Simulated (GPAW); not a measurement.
# TiB2 (P6/mmm) in GPAW: reference runs, part 3 of 3

GPAW 26.7.0. The steps go on from the part before.

## (6) Single point, PBEsol (atoms moved at random, drawn with an rms of 0.05 Å)

The input, run.py:

```python
from ase import Atoms
from ase.dft.bandgap import bandgap
from ase.io import write
from ase.units import GPa
from gpaw import GPAW, PW, setup_paths

setup_paths.insert(0, '.')

atoms = Atoms(['Ti', 'B', 'B'],
              cell=[[3.0292, 0.0, 0.0],
                    [-1.5146, 2.6233641531, 0.0],
                    [0.0, 0.0, 3.2284]],
              scaled_positions=[[-0.003371, -0.013915, -0.015266],
                                [0.656398, 0.313478, 0.502741],
                                [0.331489, 0.666492, 0.494086]],
              pbc=True)

calc = GPAW(mode=PW(800),
            xc='PBEsol',
            kpts={'size': (10, 10, 8), 'gamma': True},
            occupations={'name': 'fermi-dirac', 'width': 0.05},
            nbands=20,
            convergence={'density': 1e-05, 'energy': 1e-05},
            maxiter=150,
            txt='gpaw.txt')
atoms.calc = calc
energy = atoms.get_potential_energy()
forces = atoms.get_forces()
stress = atoms.get_stress()
calc.write('gs.gpw')
write('result.traj', atoms)
print(f'Energy: {energy:.6f} eV')
print('Forces (eV/A):')
print(forces.round(4))
print('Stress (GPa):', (stress / GPa).round(3))
print('Fermi level:', round(calc.get_fermi_level(), 4), 'eV')
print(f'Gap: {bandgap(calc)[0]:.4f} eV, direct: {bandgap(calc, direct=True)[0]:.4f} eV')
```

Potentials or basis: PAW data sets generated in the run's folder for this functional, pw.

On the command line:

```sh
> gpaw-setup -f PBEsol B Ti
> OMP_NUM_THREADS=1 python run.py
```

gpaw.txt:

```text
__  _  _
 | _ |_)|_||  |
 |__||  | ||/\| - 26.7.0

Input parameters:
  mode=PW(ecut=800.0),
  convergence={'density': 1e-05, 'energy': 1e-05},
  kpts=MonkhorstPack(size=(10, 10, 8), gamma=True),
  maxiter=150,
  nbands=20,
  occupations=Occupations(name='fermi-dirac', width=0.05),
  xc=XC(name='PBEsol')

Diagonalizing LCAO Hamiltonian
Converting LCAO to pw mode

         B  B

       Ti

Atoms  # Å, Bohr magnetons
|   | symbol |         x |         y |         z |    initial magnetic moments |
|---|--------|-----------|-----------|-----------|-----------------------------|
| 0 |     Ti |  0.010864 | -0.036504 | -0.049285 | ( 0.0000,  0.0000,  0.0000) |
| 1 |      B |  1.513567 |  0.822367 |  1.623049 | ( 0.0000,  0.0000,  0.0000) |
| 2 |      B | -0.005322 |  1.748451 |  1.595107 | ( 0.0000,  0.0000,  0.0000) |

Unit cell  # Å
| periodic |         x |        y |        z |  lengths |     angles |
|----------|-----------|----------|----------|----------|------------|
|      yes |  3.029200 | 0.000000 | 0.000000 | 3.029200 |  90.000000 |
|      yes | -1.514600 | 2.623364 | 0.000000 | 3.029200 |  90.000000 |
|      yes |  0.000000 | 0.000000 | 3.228400 | 3.228400 | 120.000000 |

Number of symmetries: 1
Symmetry operations  # r_c * U_cc + t_c -> r_c
|   | kind |            matrix            |
|---|------|------------------------------|
| 0 |  E   |  1, 0, 0,  0, 1, 0,  0, 0, 1 |

BZ-sampling:
  Number of BZ points: 800
  Number of IBZ points: 404

  Monkhorst-Pack size: [10, 10, 8]
  Monkhorst-Pack shift: [0.05, 0.05, 0.0625]

K-points  # in reciprocal-cell coordinates
|     |                                coordinates |     weight |
|-----|--------------------------------------------|------------|
|   0 | (  0.00000000,   0.00000000,   0.00000000) | 0.00125000 |
|   1 | (  0.00000000,   0.00000000,   0.12500000) | 0.00250000 |
|   2 | (  0.00000000,   0.00000000,   0.25000000) | 0.00250000 |
|   3 | (  0.00000000,   0.00000000,   0.37500000) | 0.00250000 |
|   4 | (  0.00000000,   0.00000000,   0.50000000) | 0.00125000 |
|   5 | (  0.00000000,   0.10000000,  -0.37500000) | 0.00250000 |
|   6 | (  0.00000000,   0.10000000,  -0.25000000) | 0.00250000 |
|   7 | (  0.00000000,   0.10000000,  -0.12500000) | 0.00250000 |
|   8 | (  0.00000000,   0.10000000,   0.00000000) | 0.00250000 |
|   9 | (  0.00000000,   0.10000000,   0.12500000) | 0.00250000 |
| ... |                                            |            |
| 403 | (  0.50000000,   0.50000000,   0.50000000) | 0.00125000 |

Plane wave coefficients: 1328
Cutoff: 800.0 eV

Spin-components: 1 (collinear spins)
Bands:           20
Projectors:      16
Spin-degeneracy: 2
Datatype:        complex128

Parallelization:
  kpt:    1
  domain: 1
  band:   1

Density:
  Valence electrons: 18.0
  Components: 1
  Grid points: [20 20 24]
  Charge: 0.0  # |e|

Potential:
  Grid points: [20 20 24]

species:
  Ti:
    name:    Titanium
    Z:       22.0
    valence: 12
    core:    10
    charge:  0.0  # [|e|]
    compensation charges:
      type: gauss
      rc: 0.38  # [Å]
      lmax: 2
    cutoffs:
      filter: 2.23  # [Å]
      core: 1.02  # [Å]
    projectors
    | kind |    occ | energy [eV] | rcut [Å] |
    |------|--------|-------------|----------|
    |   3s |  2.000 |     -62.441 |    1.270 |
    |   4s |  2.000 |      -4.477 |    1.270 |
    |   3p |  6.000 |     -38.776 |    1.058 |
    |   4p |  0.000 |      -1.449 |    1.058 |
    |   3d |  2.000 |      -4.275 |    1.058 |
    |    d |        |      22.937 |    1.058 |

    Using partial waves for Ti as LCAO basis

  B:
    name:    Boron
    Z:       5.0
    valence: 3
    core:    2
    charge:  0.0  # [|e|]
    compensation charges:
      type: gauss
      rc: 0.20  # [Å]
      lmax: 2
    cutoffs:
      filter: 1.14  # [Å]
      core: 1.42  # [Å]
    projectors
    | kind |    occ | energy [eV] | rcut [Å] |
    |------|--------|-------------|----------|
    |   2s |  2.000 |      -9.361 |    0.635 |
    |   2p |  1.000 |      -3.555 |    0.635 |
    |    s |        |      17.850 |    0.635 |
    |    p |        |      23.657 |    0.635 |
    |    d |        |       0.000 |    0.635 |

    Using partial waves for B as LCAO basis

Reference energy: -24529.462339  # eV

eigensolver:
  PPCG
  Converge bands: occupied
  niter=2

density mixing:
  MSR1-Mixer
  Pratt-step length: 0.05
  Maximum mixing coefficient: 0.75
  Old densities: 10
  SVD Regularization: 0.005
  Good broyden scale: 1.0
  Trust region scale: 1.0
  Backstep threshold: 4.0
  History deletion threshold: 6.0
  Fourier metric: weight=20.0, sigma=0.015

occupation numbers:
  Fermi-Dirac:
    width: 0.0500  # eV

poisson solver:
  ecut: 6400.0  # eV

xc functional:
  name: PBEsol with 2 nearest neighbor stencil

convergence criteria:
[... 6 lines left out ...]
|iter     | |      energy | eigst |  dens |
|---------|-|-------------|-------|-------|
|iter:   1| |  -26.467176 | +0.23 |       |
|iter:   2| |  -25.909660 | -2.40 | -0.93 |
|iter:   3| |  -24.710381 | -1.20 | -1.00 |
|iter:   4| |  -24.689290 | -2.56 | -1.70 |
|iter:   5| |  -24.697161 | -3.19 | -2.01 |
|iter:   6| |  -24.697168 | -4.01 | -2.53 |
|iter:   7| |  -24.697152c| -5.39 | -3.15 |
|iter:   8| |  -24.697153c| -7.20 | -4.09 |
|iter:   9| |  -24.697153c| -8.38c| -4.66 |
|iter:  10| |  -24.697153c| -8.48c| -5.28c|

Converged in 10 steps
Energy contributions relative to reference atoms: (reference = -24529.462339)

Energy contributions:
  Kinetic:          20.492708
  Coulomb:         -18.575784
  Zero:              0.051273
  External:          0.000000
  Xc:              -26.662489
  Entropy:          -0.005722
  Spinorbit:         0.000000
  ----------------------------
  Free energy:     -24.700014
  Extrapolated:    -24.697153

dipole moment: (4.944052, 7.887484, 9.661187)  # |e|*Ang

Fermi level: 11.313
Eigenvalues  # (at kpt = [0.000, 0.000, 0.000])
| band index |      eig [eV] | occ [0-2] |
|------------|---------------|-----------|
|          0 |       -45.291 |     2.000 |
|          1 |       -21.768 |     2.000 |
|          2 |       -21.463 |     2.000 |
|          3 |       -21.443 |     2.000 |
|          4 |        -2.093 |     2.000 |
|          5 |         8.559 |     2.000 |
[... 9 lines left out ...]
|         15 |        18.374 |     0.000 |
|         16 |        20.392 |     0.000 |
|        ... |               |           |
|         19 |        30.584 |     0.000 |

No gap
No difference between direct/indirect transitions

Forces  # eV/Ang
|        x |        y |        z |
|----------|----------|----------|
| -0.20442 |  0.13888 |  0.62588 |  # Ti   0
|  0.04487 |  0.78505 | -0.46739 |  # B    1
|  0.15956 | -0.92392 | -0.15849 |  # B    2

Stress tensor  # eV/Ang^3
|         x |         y |         z |
|-----------|-----------|-----------|
|  0.028776 | -0.000369 |  0.001025 |
| -0.000369 |  0.011106 | -0.000547 |
|  0.001025 | -0.000547 |  0.034552 |

# Writing to gs.gpw (mode='')
```

Run time: 5.6 min. Hardware: 1 thread of Intel Xeon at 2.50GHz (Skylake/Cascade Lake), shared host; peak memory 0.44 GiB.

Results:

* Free energy: -24.7000 eV
* Pressure: -4.0 GPa
* Largest force: 0.951 eV/Å
* Band gap on the k mesh: none (metal or under the smearing width)

Forces in eV/Å, atoms in the order of the input:
```
Ti  -0.204  0.139  0.626
B    0.045  0.785 -0.467
B    0.160 -0.924 -0.158
```

Stress tensor (GPa, compression positive):
```
-4.61  0.06 -0.16
 0.06 -1.78  0.09
-0.16  0.09 -5.54
```

Levels at points of the mesh, in eV from the Fermi level:
```
           k point  band 7  band 8  band 9  band 10  band 11  band 12
(0.00, 0.00, 0.00)   -2.44   -2.33   -1.89     1.93     1.99     3.59
(0.00, 0.00, 0.50)   -0.87   -0.29   -0.18     0.05     0.53     0.60
(0.00, 0.50, 0.00)   -3.08   -3.01   -2.19     1.40     2.82     3.11
(0.00, 0.50, 0.50)   -4.52   -3.90   -2.94     2.55     3.01     4.57
(0.50, 0.00, 0.00)   -3.26   -3.21   -2.23     1.43     2.84     3.32
(0.50, 0.00, 0.50)   -4.59   -3.71   -3.14     2.57     3.01     4.54
(0.50, 0.50, 0.00)   -3.27   -3.23   -2.24     1.44     2.84     3.32
(0.50, 0.50, 0.50)   -4.60   -3.69   -3.15     2.57     3.01     4.55
```

## (7) Summary

```tsv
task	cell	gap on the mesh (eV)	pressure (GPa)
single point	as given	none	-4.6
single point	atoms moved at random, drawn with an rms of 0.05 Å	none	-4.0
equation of state	as given	-	-
```

Alike in all rows: level PBEsol; potentials or basis PAW data sets generated in the run's folder for this functional, pw; no spin polarisation; k mesh 10 × 10 × 8; cutoff (eV) 800; smearing fermi-dirac 0.05 eV.

Total energies depend on the potentials used, so only differences within one code and one set of settings carry meaning.
